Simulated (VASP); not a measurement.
# CdS (Greenockite) (P6_3mc) in VASP: notebook

One crystal, CdS (Greenockite), is run at these levels: LDA; tasks: single point, relaxation of cell and atoms.

All numbers are computed with VASP 6.6.1; they aren't measurements. Logs are shortened: lines on timing, memory, paths and dates and some standing lists are left out, and cuts for length are marked.

### 1 Starting point

It takes space group P6_3mc (No. 186, hexagonal). Conventional cell: a = 4.197 Å, b = 4.197 Å, c = 6.829 Å, α = 90.00°, β = 90.00°, γ = 120.00°. Cd (site symmetry 3m) is surrounded by 4 S at 2.57 Å. Around S (site symmetry 3m) lie 4 Cd at 2.57 Å.

### 2 Single point, LDA (relaxed again under DFT LDA, scalar-relativistic, plane waves, PAW)

INCAR reads:

```
SYSTEM = CdS
PREC     = Accurate       ! precision mode
ENCUT    = 520            ! plane-wave cutoff, eV
EDIFF    = 1E-7           ! SCF threshold, eV
ISMEAR   = 0              ! smearing method
SIGMA    = 0.02           ! smearing width, eV
LREAL    = .FALSE.        ! projectors in reciprocal space
LASPH    = .TRUE.         ! aspherical terms in the spheres
NELM     = 100            ! most SCF steps
ALGO     = Normal         ! electronic algorithm
ISIF     = 2              ! what is computed and relaxed
LWAVE    = .FALSE.        ! write WAVECAR
LCHARG   = .FALSE.        ! write CHGCAR
NBANDS   = 26             ! bands
```

KPOINTS reads:

```
Automatic mesh
0
G
  9 9 4
  0 0 0
```

POSCAR reads:

```
CdS
1.0
    4.0732909253      0.0000000000      0.0000000000
   -2.0366454626      3.5275734184      0.0000000000
    0.0000000000      0.0000000000      6.6391481887
Cd S
2 2
Direct
    0.3333333333      0.6666666667     -0.0004529436
    0.6666666667      0.3333333333      0.4995470564
    0.3333333333      0.6666666667      0.3754529436
    0.6666666667      0.3333333333      0.8754529436
```

Potentials or basis: VASP PAW LDA potentials, release 64 (Cd, S).

Run with:

```sh
$ cat potpaw_LDA.64/Cd/POTCAR potpaw_LDA.64/S/POTCAR > POTCAR
$ mpirun -np 1 vasp_std > vasp.out
```

OUTCAR:

```text
SYSTEM = CdS
   PREC = Accurate
   ENCUT = 520
   EDIFF = 1E-7
   ISMEAR = 0
   LREAL = .FALSE.
   LASPH = .TRUE.
   NELM = 100
   ISIF = 2

 ion  position               nearest neighbor table
   1  0.333  0.667  1.000-   4 2.49   4 2.49   4 2.49   3 2.50
   2  0.667  0.333  0.500-   3 2.49   3 2.49   3 2.49   4 2.50
   3  0.333  0.667  0.375-   2 2.49   2 2.49   2 2.49   1 2.50
   4  0.667  0.333  0.875-   1 2.49   1 2.49   1 2.49   2 2.50

  LATTYP: Found a hexagonal cell.
 ALAT       =     4.0732909253
 C/A-ratio  =     1.6299224167

  Lattice vectors:

 A1 = (   4.0732909253,   0.0000000000,   0.0000000000)
 A2 = (  -2.0366454626,   3.5275734184,   0.0000000000)
 A3 = (   0.0000000000,   0.0000000000,   6.6391481887)

Analysis of symmetry for initial positions (statically):
=====================================================================
 Subroutine PRICEL returns:
 Original cell was already a primitive cell.

 Routine SETGRP: Setting up the symmetry group for a
 hexagonal supercell.

 Subroutine GETGRP returns: Found 12 space group operations
 (whereof  6 operations were pure point group operations)
 out of a pool of 24 trial point group operations.

The static configuration has the point symmetry C_3v.
 The point group associated with its full space group is C_6v.

Analysis of symmetry for dynamics (positions and initial velocities):
=====================================================================
 Subroutine PRICEL returns:
 Original cell was already a primitive cell.

 Routine SETGRP: Setting up the symmetry group for a
 hexagonal supercell.

 Subroutine GETGRP returns: Found 12 space group operations
 (whereof  6 operations were pure point group operations)
 out of a pool of 24 trial point group operations.

The dynamic configuration has the point symmetry C_3v.
 The point group associated with its full space group is C_6v.

 Subroutine INISYM returns: Found 12 space group operations
 (whereof  6 operations are pure point group operations),
 and found     1 'primitive' translations

----------------------------------------------------------------------------------------

                                     Primitive cell

  volume of cell :      95.3968

  direct lattice vectors                    reciprocal lattice vectors
     4.073290925  0.000000000  0.000000000     0.245501738  0.141740494  0.000000000
    -2.036645463  3.527573418  0.000000000     0.000000000  0.283480989  0.000000000
     0.000000000  0.000000000  6.639148189     0.000000000  0.000000000  0.150621732

  length of vectors
     4.073290925  4.073290925  6.639148189     0.283480989  0.283480989  0.150621732

  position of ions in fractional coordinates (direct lattice)
     0.333333333  0.666666667  0.999547056
     0.666666667  0.333333333  0.499547056
     0.333333333  0.666666667  0.375452944
     0.666666667  0.333333333  0.875452944

  ion indices of the primitive-cell ions
   primitive index   ion index
                 1           1
                 2           2
                 3           3
                 4           4

----------------------------------------------------------------------------------------

 KPOINTS: Automatic mesh

Automatic generation of k-mesh.
 Grid dimensions read from file:
 generate k-points for:    9    9    4

 Generating k-lattice:

  Cartesian coordinates                     Fractional coordinates (reciprocal lattice)
     0.027277971  0.015748944  0.000000000     0.111111111  0.000000000  0.000000000
     0.000000000  0.031497888  0.000000000     0.000000000  0.111111111  0.000000000
     0.000000000  0.000000000  0.037655433     0.000000000  0.000000000  0.250000000

  Length of vectors
     0.031497888  0.031497888  0.037655433

  Shift w.r.t. Gamma in fractional coordinates (k-lattice)
     0.000000000  0.000000000  0.000000000

 Subroutine IBZKPT returns following result:
 ===========================================

 Found     36 irreducible k-points:

 Following reciprocal coordinates:
            Coordinates               Weight
  0.000000  0.000000  0.000000      1.000000
  0.111111 -0.000000  0.000000      6.000000
  0.222222 -0.000000  0.000000      6.000000
  0.333333 -0.000000  0.000000      6.000000
  0.444444 -0.000000  0.000000      6.000000
  0.111111  0.111111  0.000000      6.000000
[... 16 lines left out ...]
  0.333333  0.222222  0.250000     24.000000
  0.333333  0.333333  0.250000      4.000000
 [... further k-points ...]
   k-points           NKPTS =     36   k-points in BZ     NKDIM =     36   number of bands    NBANDS=     26
   number of dos      NEDOS =    301   number of ions     NIONS =      4
   total plane-waves  NPLWV =  45000
   dimension x,y,z NGX =    30 NGY =   30 NGZ =   50
   dimension x,y,z NGXF=    60 NGYF=   60 NGZF=  100
   ions per type =               2   2
   NGX,Y,Z   is equivalent  to a cutoff of  12.24, 12.24, 12.52 a.u.
   NGXF,Y,Z  is equivalent  to a cutoff of  24.49, 24.49, 25.04 a.u.
 SYSTEM =  CdS
   PREC   = accura    normal or accurate (medium, high low for compatibility)
   ISTART =      0    job   : 0-new  1-cont  2-samecut
   ICHARG =      2    charge: 1-file 2-atom 10-const
   ISPIN  =      1    spin polarized calculation?
   LNONCOLLINEAR =      F non collinear calculations
   LSORBIT =      F    spin-orbit coupling
   LASPH  =      T    aspherical Exc in radial PAW
   ENCUT  =  520.0 eV  38.22 Ry    6.18 a.u.   7.57  7.57 12.34*2*pi/ulx,y,z
   NELM   =    100;   NELMIN=  2; NELMDL= -5     # of ELM steps
   EDIFF  = 0.1E-06   stopping-criterion for ELM
   LREAL  =      F    real-space projection
   EDIFFG = 0.1E-05   stopping-criterion for IOM
   NSW    =      0    number of steps for IOM
   IBRION =     -1    ionic relax: 0-MD 1-quasi-New 2-CG
   NFREE  =      0    steps in history (QN), initial steepest desc. (CG)
   ISIF   =      2    stress and relaxation
   ISYM   =      2    0-nonsym 1-usesym 2-fastsym
   POTIM  = 0.5000    time-step for ionic-motion
   TEBEG  =    0.0;   TEEND  =   0.0 temperature during run
   PSTRESS=    0.0 pullay stress
   NELECT =      36.0000    total number of electrons
   NUPDOWN=      -1.0000    fix difference up-down
   EMIN   =  10.00;   EMAX   =-10.00  energy-range for DOS
   EFERMI =   0.00;   METHOD = LEGACY
   ISMEAR =     0;   SIGMA  =   0.02  broadening in eV -4-tet -1-fermi 0-gaus
   EFERMI_NEDOS =   21; number of points for ismear=-14 and -15
   IALGO  =     38    algorithm
   IMIX   =      4    mixing-type and parameters
     AMIX     =   0.40;   BMIX     =  1.00
     AMIX_MAG =   1.60;   BMIX_MAG =  1.00
  volume/ion in A,a.u.               =      23.85       160.94
  Fermi-wavevector in a.u.,A,eV,Ry     =   1.183035  2.235613 19.042341  1.399573
  Thomas-Fermi vector in A             =   2.319278
   LORBIT       =      0    0 simple, 1 ext, 2 COOP (PROOUT), +10 PAW based schemes
   GGA     = CA    functional components
   LHFCALC =     F    Hartree Fock is set to
   AEXX    =    0.0000 exact exchange contribution
   IVDW    =     0    specifies the selected vdW correction
   LEPSILON=     F    determine dielectric tensor
   LRPA    =     F    only Hartree local field effects (RPA)
 non-spin polarized calculation
 Gauss-broadening in eV      SIGMA  =   0.02
  energy-cutoff  :      520.00
  volume of cell :       95.40
 maximum number of plane-waves:      2599
   NGX = 15   NGY = 15   NGZ = 25

 number of electron      36.0000024 magnetization

 Free energy of the ion-electron system (eV)
  ---------------------------------------------------
  ext. energy  EPLUGINS =         0.00000000
  ---------------------------------------------------
  free energy    TOTEN  =       -14.81768796 eV

  energy without entropy =      -14.81768796  energy(sigma->0) =      -14.81768796

 E-fermi :   1.6176     XC(G=0):  -9.7605

 val. band max:        1.4814306600   @ k =   0.0000   0.0000   0.0000
 cond. band min:       2.5370414894   @ k =   0.0000   0.0000   0.0000
 fundamental gap:      1.0556108294
 Fermi energy:         1.6176133927

 k-point     1 :       0.0000    0.0000    0.0000
  band No.  band energies     occupation
      1     -11.1341      2.00000
      2     -10.6457      2.00000
      3      -6.4389      2.00000
      4      -6.4269      2.00000
      5      -6.4269      2.00000
      6      -6.3328      2.00000
[... 18 lines left out ...]
     25       8.9436      0.00000
     26       9.0689      0.00000

 k-point     2 :       0.1111   -0.0000    0.0000
  band No.  band energies     occupation
      1     -11.0843      2.00000
      2     -10.6236      2.00000
      3      -6.4237      2.00000
      4      -6.4065      2.00000
      5      -6.3943      2.00000
      6      -6.3109      2.00000
[... 18 lines left out ...]
     25       8.9433      0.00000
     26       9.2269      0.00000

 k-point     3 :       0.2222   -0.0000    0.0000
  band No.  band energies     occupation
      1     -10.9535      2.00000
      2     -10.5714      2.00000
      3      -6.3800      2.00000
      4      -6.3606      2.00000
      5      -6.3029      2.00000
      6      -6.2347      2.00000
[... 18 lines left out ...]
     25       9.1661      0.00000
     26       9.8994      0.00000

 k-point     4 :       0.3333   -0.0000    0.0000
  band No.  band energies     occupation
      1     -10.7935      2.00000
      2     -10.5222      2.00000
      3      -6.3432      2.00000
      4      -6.3214      2.00000
      5      -6.1953      2.00000
      6      -6.1477      2.00000
[... 18 lines left out ...]
     25       9.6409      0.00000
     26      10.2801      0.00000

 k-point     5 :       0.4444   -0.0000    0.0000
  band No.  band energies     occupation
      1     -10.6747      2.00000
      2     -10.5043      2.00000
      3      -6.3288      2.00000
      4      -6.3045      2.00000
      5      -6.1212      2.00000
      6      -6.0958      2.00000
[... 18 lines left out ...]
     25       9.7453      0.00000
     26      11.3772      0.00000

 k-point     6 :       0.1111    0.1111    0.0000
  band No.  band energies     occupation
      1     -10.9939      2.00000
      2     -10.5866      2.00000
      3      -6.3896      2.00000
      4      -6.3766      2.00000
      5      -6.3307      2.00000
      6      -6.2728      2.00000
[... 427 lines left out ...]
 k-point    21 :       0.4444    0.1111    0.2500
  band No.  band energies     occupation
      1     -10.6130      2.00000
      2     -10.5181      2.00000
      3      -6.3135      2.00000
      4      -6.2770      2.00000
      5      -6.1780      2.00000
      6      -6.1176      2.00000
[... 18 lines left out ...]
     25       9.6944      0.00000
     26      11.0006      0.00000

 k-point    22 :       0.2222    0.2222    0.2500
  band No.  band energies     occupation
      1     -10.6809      2.00000
      2     -10.5326      2.00000
      3      -6.3132      2.00000
      4      -6.2820      2.00000
      5      -6.1848      2.00000
      6      -6.1592      2.00000
[... 18 lines left out ...]
     25       9.2932      0.00000
     26      10.4079      0.00000

 k-point    23 :       0.3333    0.2222    0.2500
  band No.  band energies     occupation
      1     -10.5919      2.00000
      2     -10.5180      2.00000
      3      -6.3131      2.00000
      4      -6.2470      2.00000
      5      -6.1710      2.00000
      6      -6.1186      2.00000
[... 18 lines left out ...]
     25       9.9644      0.00000
     26      10.6698      0.00000

 k-point    24 :       0.3333    0.3333    0.2500
  band No.  band energies     occupation
      1     -10.5375      2.00000
      2     -10.5375      2.00000
      3      -6.3190      2.00000
      4      -6.1936      2.00000
      5      -6.1936      2.00000
      6      -6.1079      2.00000
[... 18 lines left out ...]
     25      10.6530      0.00000
     26      10.9297      0.00000

 [... further k-points ...]

------------------------ aborting loop because EDIFF is reached ----------------------------------------

  FORCE on cell =-STRESS in cart. coord.  units (eV):
  Direction    XX          YY          ZZ          XY          YZ          ZX
  --------------------------------------------------------------------------------------
  -------------------------------------------------------------------------------------
  Total        0.3253554      0.3253554      0.3405530      0.0000000      0.0000000      0.0000000
  in kB        5.4643030      5.4643030      5.7195439      0.0000000      0.0000000      0.0000000
  external PRESSURE =       5.5493833 kB  Pullay stress =       0.0000000 kB

 VOLUME and BASIS-vectors are now :
 -----------------------------------------------------------------------------
  energy-cutoff  :      520.00
  volume of cell :       95.40
      direct lattice vectors                 reciprocal lattice vectors
     4.073290925  0.000000000  0.000000000     0.245501738  0.141740494  0.000000000
    -2.036645463  3.527573418  0.000000000     0.000000000  0.283480989  0.000000000
     0.000000000  0.000000000  6.639148189     0.000000000  0.000000000  0.150621732

 POSITION                                       TOTAL-FORCE (eV/Angst)
 -----------------------------------------------------------------------------------
     -0.00000      2.35172      6.63614         0.000000     -0.000000     -0.003119
      2.03665      1.17586      3.31657         0.000000      0.000000     -0.003119
     -0.00000      2.35172      2.49269        -0.000000      0.000000      0.003119
      2.03665      1.17586      5.81226         0.000000     -0.000000      0.003119
 -----------------------------------------------------------------------------------
    total drift:                                0.000000      0.000000      0.000896

  FREE ENERGIE OF THE ION-ELECTRON SYSTEM (eV)
  ---------------------------------------------------
  free  energy   TOTEN  =       -14.8176879557 eV

  energy  without entropy=      -14.8176879557  energy(sigma->0) =      -14.81768796
```

Wall time 92 s (1 thread of Intel Xeon Platinum 8488C (Sapphire Rapids), shared host); peak memory 0.22 GiB.

What came out:

```yaml
Free_energy: -14.8177 eV
Pressure: 0.6 GPa
Largest_force: 0.003 eV/Å
Band_gap_on_the_k_mesh: 1.06 eV, direct
```

Forces on the atoms (eV/Å):
```
Cd   0.000  0.000 -0.003
Cd   0.000  0.000 -0.003
S    0.000  0.000  0.003
S    0.000  0.000  0.003
```

### 3 Relaxation of cell and atoms, LDA

INCAR reads:

```
PREC = Accurate
ENCUT = 600
EDIFF = 1E-6
ISMEAR = 0
SIGMA = 0.02
LREAL = F
LASPH = T
NELM = 100
ALGO = Normal
ISIF = 3
LWAVE = F
LCHARG = F
GGA = CA
IBRION = 2
NSW = 70
EDIFFG = -0.005
```

KPOINTS reads:

```
Automatic mesh
0
Gamma
  9 9 4
```

POSCAR reads:

```
CdS
1.0
    4.1965610361      0.0000000000      0.0000000000
   -2.0982805180      3.6343284658      0.0000000000
    0.0000000000      0.0000000000      6.8288413438
Cd S
2 2
Direct
    0.3333333333      0.6666666667     -0.0007922000
    0.6666666667      0.3333333333      0.4992078000
    0.3333333333      0.6666666667      0.3757922000
    0.6666666667      0.3333333333      0.8757922000
```

Potentials or basis: VASP PAW LDA potentials, release 64 (Cd, S).

Run with:

```sh
$ cat potpaw_LDA.64/Cd/POTCAR potpaw_LDA.64/S/POTCAR > POTCAR
$ mpirun -np 1 vasp_std > vasp.out
```

Run time: 5.7 min. Hardware: 1 thread of Intel Xeon Platinum 8488C (Sapphire Rapids), shared host; peak memory 0.27 GiB.

It converged, with:

```
Free energy                            : -14.8216 eV
Relaxed volume                         : 24.03 Å³/atom
Relaxed cell                           : a = 4.084 Å, b = 4.084 Å, c = 6.654 Å, α = 90.00°, β = 90.00°, γ = 120.00°
Space group after relaxing (to 0.05 Å) : P6_3mc (No. 186)
Energy gained by relaxing              : 30.5 meV/atom
Ionic steps                            : 11
Pressure after relaxing                : 0.0 GPa
Band gap on the k mesh                 : 1.04 eV, direct
```

Step by step:
| step | energy change (eV) | largest force (eV/Å) | pressure (GPa) | volume (Å³) |
| --- | --- | --- | --- | --- |
| 1 | 0.0000 | 0.0005 | -4.52 | 104.15 |
| 2 | -0.1054 | 0.0126 | 2.03 | 93.47 |
| 3 | -0.1218 | 0.0082 | -0.01 | 96.13 |
| 4 | -0.1218 | 0.0084 | 0.11 | 95.97 |
| 5 | -0.1218 | 0.0039 | -0.04 | 96.19 |
| 6 | -0.1218 | 0.0051 | -0.04 | 96.14 |
| 7 | -0.1218 | 0.0058 | -0.01 | 96.10 |
| 8 | -0.1218 | 0.0040 | 0.02 | 96.10 |
| 9 | -0.1218 | 0.0012 | 0.03 | 96.09 |
| 10 | -0.1218 | 0.0016 | 0.03 | 96.10 |
| 11 | -0.1218 | 0.0019 | -0.01 | 96.13 |

Final structure:
```
Cd S
1.0
     4.08430    0.00000    0.00000
    -2.04215    3.53711    0.00000
     0.00000    0.00000    6.65439
Cd S
2 2
Direct
  0.33333 0.66667 0.99947
  0.66667 0.33333 0.49947
  0.33333 0.66667 0.37553
  0.66667 0.33333 0.87553
```

Levels at points of the mesh, in eV from the valence-band top:
```tsv
k point	band 14	band 15	band 16	band 17	band 18	band 19	band 20	band 21	band 22
(0.00, 0.00, 0.00)	-0.82	-0.82	-0.06	0.00	0.00	1.04	2.62	6.29	6.29
(0.00, 0.00, 0.50)	-2.64	-0.43	-0.43	-0.43	-0.43	2.72	2.72	6.01	6.01
```
